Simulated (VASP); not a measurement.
# NaI, relaxation of the atoms: which settings are enough?

NaI, P1 (no. 1), 8 atoms in the cell. PBE, relaxation of the atoms; PAW potentials I, Na_pv (PBE set). VASP 6.6.1.

Wanted: energy within 1 meV/atom; two shortest distances of each atom within 0.01 Å.

POSCAR:
```
NaI
1.0
    6.4728000000      0.0000000000      0.0000000000
    0.0000000000      6.4728000000      0.0000000000
    0.0000000000      0.0000000000      6.4728000000
I Na
4 4
Direct
    0.5069040000      0.5044460000      0.5009570000
   -0.0107430000      0.0053420000      0.5021980000
   -0.0025420000      0.5018710000      0.0013220000
    0.5063530000     -0.0040440000      0.0032720000
   -0.0046780000     -0.0060920000     -0.0077400000
    0.5096150000      0.4960770000     -0.0057100000
    0.4948360000     -0.0071010000      0.4975070000
    0.0002550000      0.5095030000      0.5081950000
```

The series start from Force threshold EDIFFG (eV/Å): -0.02; Electronic threshold EDIFF (eV): 1e-6; Relaxation method: conjugate gradient, POTIM 0.5; Mixing and least electronic steps: default. Each series keeps the choices made before it, and each single choice may use up half of a tolerance.

## Force threshold EDIFFG (eV/Å)

| Force threshold EDIFFG (eV/Å) | Energy less reference (meV/atom) | Two shortest distances of each atom, largest deviation (Å) | Time (s) |
|---|---|---|---|
| -0.1 | 1.1 | 0.042 | 34 |
| -0.05 | 0.5 | 0.018 | 54 |
| -0.03 | 0.4 | 0.015 | 62 |
| -0.02 | 0.1 | 0.009 | 81 |
| -0.01 | 0.0 | 0.005 | 118 |
| -0.005 | 0.0 | 0.002 | 146 |
| -0.002 (reference) | 0.0 | 0.000 | 185 |

Chosen: -0.01, the loosest value from which every tighter one stays within half of the tolerance.

## Electronic threshold EDIFF (eV)

| Electronic threshold EDIFF (eV) | Energy less reference (meV/atom) | Two shortest distances of each atom, largest deviation (Å) | SCF iterations | Time (s) |
|---|---|---|---|---|
| 0.001 | 0.2 | 0.009 | 62 | 112 |
| 0.0001 | 0.0 | 0.001 | 71 | 114 |
| 1e-5 | 0.0 | 0.001 | 69 | 108 |
| 1e-6 | 0.0 | 0.002 | 75 | 118 |
| 1e-7 (reference) | 0.0 | 0.000 | 84 | 131 |

Chosen: 0.0001.

## Relaxation method

| Relaxation method | Energy less reference (meV/atom) | Two shortest distances of each atom, largest deviation (Å) | SCF iterations | Time (s) |
|---|---|---|---|---|
| conjugate gradient, POTIM 0.5 | 0.0 | 0.000 | 71 | 114 |
| conjugate gradient, POTIM 0.2 | 0.0 | 0.002 | 83 | 155 |
| conjugate gradient, POTIM 1.0 | 0.0 | 0.004 | 63 | 107 |
| quasi-Newton, POTIM 0.5 | 0.1 | 0.009 | 58 | 98 |
| quasi-Newton, POTIM 0.3, 10 steps kept | 0.1 | 0.005 | 68 | 113 |
| quasi-Newton, POTIM 0.5, at least 5 electronic steps | 0.0 | 0.003 | 81 | 119 |
| damped dynamics, POTIM 0.2, SMASS 0.4 | 0.0 | 0.004 | 87 | 168 |
| damped dynamics, POTIM 0.4, SMASS 0.8 | 0.1 | 0.004 | 81 | 156 |
| velocity quench, POTIM 0.1 | 0.0 | 0.005 | 38 | 78 |

Chosen: conjugate gradient, POTIM 1.0; it saves 6.9 s of 114, so conjugate gradient, POTIM 0.5 would do nearly as well.

## Mixing and least electronic steps

| Mixing and least electronic steps | Energy less reference (meV/atom) | Two shortest distances of each atom, largest deviation (Å) | SCF iterations | Time (s) |
|---|---|---|---|---|
| default | 0.0 | 0.000 | 63 | 107 |
| MAXMIX 40 | 0.0 | 0.003 | 67 | 101 |
| NELMIN 4 | 0.0 | 0.004 | 80 | 192 |
| NELMIN 4, MAXMIX 40 | 0.0 | 0.003 | 83 | 161 |
| ALGO Fast | 0.0 | 0.003 | 86 | 178 |

Chosen: default; no other choice that stays within half of the tolerance saves 30 % of the time.

## All choices together

| Input | Energy less reference (meV/atom) | Two shortest distances of each atom, largest deviation (Å) | Time (s) |
|---|---|---|---|
| program defaults (naive) | 0.3 | 0.011 | 58 |
| chosen settings | 0.0 | 0.006 | 107 |
| reference settings throughout | 0.0 | 0.000 | 227 |

The tolerance is met.

## The input

INCAR:
```
SYSTEM = NaI
PREC     = Normal         ! precision mode
ENCUT    = 300            ! plane-wave cutoff, eV
EDIFF    = 1E-4           ! SCF threshold, eV
ISMEAR   = 0              ! smearing method
SIGMA    = 0.05           ! smearing width, eV
LREAL    = .FALSE.        ! projectors in reciprocal space
LASPH    = .TRUE.         ! aspherical terms in the spheres
NELM     = 100            ! most SCF steps
ALGO     = Normal         ! electronic algorithm
LWAVE    = .FALSE.        ! write WAVECAR
LCHARG   = .FALSE.        ! write CHGCAR
IBRION   = 2              ! ionic algorithm
NSW      = 150            ! ionic steps
ISIF     = 2              ! what is computed and relaxed
EDIFFG   = -0.01          ! ionic threshold
POTIM    = 1.0            ! step
KPAR     = 8             
```

KPOINTS:
```
k-points
0
Gamma
  3 3 3
```

Commands:
```
cat potpaw_PBE.64/I/POTCAR potpaw_PBE.64/Na_pv/POTCAR > POTCAR
mpirun -np 8 vasp_std > vasp.out
```

Limits: the start was distorted on purpose (atoms moved at random), so the space group given is the start's and not the crystal's.

The chosen input took VASP 6.6.1 107 s on 8 cores (AMD EPYC 7571), a shared host.

## An input that fails: no relaxation method typed, so the run becomes molecular dynamics without a time step

VASP's message: Fatal error! IBRION=0, but no entry for POTIM on file INCAR. MUST be specified!.

Changes against the starting input:
```
- IBRION = 2
- POTIM = 0.5
```
